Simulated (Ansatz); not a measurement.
Runs of Ansatz 0.2.0 on NbP. It takes space group I4_1md (No. 109, tetragonal). The conventional cell has a = 3.350 Å, b = 3.350 Å, c = 11.480 Å, α = 90.00°, β = 90.00°, γ = 90.00°. Nb (site symmetry 2mm) has 6 P at 2.55 Å as nearest neighbours. Around P (site symmetry 2mm) lie 6 Nb at 2.55 Å. The cell is a database's computed one.

```tsv
task	level	cutoff (eV)	basis error allowed	pressure (GPa)	V0 of scaled cells (Å³/atom)	B0 (GPa)	largest force (eV/Å)
single point	PBE	226	0.001 eV/atom	-1.1	-	-	0.02
band structure	PBE	207	0.002 eV/atom	-1.1	-	-	0.02
band structure	LDA	207	0.002 eV/atom	-9.3	-	-	0.01
equation of state	PBE	-	0.001 eV/atom	-	16.01	190	-
equation of state	LDA	-	0.002 eV/atom	-	(a)	(b)	-
band structure	PBEsol	207	0.002 eV/atom	-6.4	-	-	0.02
```

Alike in all rows: potentials or basis all-electron LAPW, scalar-relativistic; no spin polarisation; cell as given; k mesh 11 × 11 × 11; smearing fermi-dirac 0.05 eV.

Q: Estimate the missing entries.

A: (a) 15.34; (b) 213.

Caveats: the cell was scaled at fixed shape and fractional positions, which overstates the stiffness of a crystal with free parameters, most of all of layers and chains (some runs).

Not every run made on this cell is shown here.
